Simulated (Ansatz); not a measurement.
The system is Sb.

```
CELL_PARAMETERS angstrom
0.17336 2.38853 2.49587
2.41731 0.06469 2.60454
2.32045 2.40035 0.16154
ATOMIC_POSITIONS crystal
Sb 0.00000 0.00000 0.00000
```

This isn't the form of Sb at room conditions, which is rhombohedral.

The cell isn't the ideal one: cell sheared at random, sigma 0.03, atoms nudged by 0.01 Å.

```yaml
Program: Ansatz 0.2.0
Task: relaxation of cell and atoms
Functional: HSEsol
Potentials_or_basis: Ansatz PAW
Cutoff: "420 eV (not typed: the program's choice for these potentials)"
k_mesh: 5 × 5 × 5
Occupations: fermi-dirac, width 0.05 eV
Spin: no spin polarisation
```

At the start: volume 26.53 Å³/atom.

**Question.** Where does the relaxation end?

**Answer.** It ends after 9 steps and the volume is 25.96 Å³/atom (-2.2 %); space group Immm (No. 71, to 0.05 Å).

The path:
| step | energy change (eV) | largest force (eV/Å) | volume (Å³) |
| --- | --- | --- | --- |
| 1 | 0.0000 | 0.0000 | 26.53 |
| 2 | -0.0167 | 0.0000 | 25.60 |
| 3 | -0.0359 | 0.0000 | 25.90 |
| 4 | -0.0427 | 0.0000 | 26.24 |
| 5 | -0.0455 | 0.0000 | 26.06 |
| 6 | -0.0459 | 0.0000 | 25.99 |
| 7 | -0.0460 | 0.0000 | 25.98 |
| 8 | -0.0460 | 0.0000 | 25.96 |
| 9 | -0.0459 | 0.0000 | 25.96 |

Final structure:
```yaml
crystal:
  lattice:
    - [0.21075, 2.39389, 2.33811]
    - [2.54635, -0.00201, 2.53113]
    - [2.33663, 2.39461, 0.19561]
  atoms:
    - { symbol: Sb, position: [0.00000, 0.00000, 0.00000] }
```

Caveat: the k mesh is coarse (spacing up to 0.48 Å⁻¹), so the values aren't converged, least of all with exact exchange; the plane-wave basis is chosen anew once the cell has moved, so the energies of steps on either side of that aren't comparable; the PAW data sets come from PBE, with cores solved anew for the run's functional, which leaves a small shift of forces and pressure.
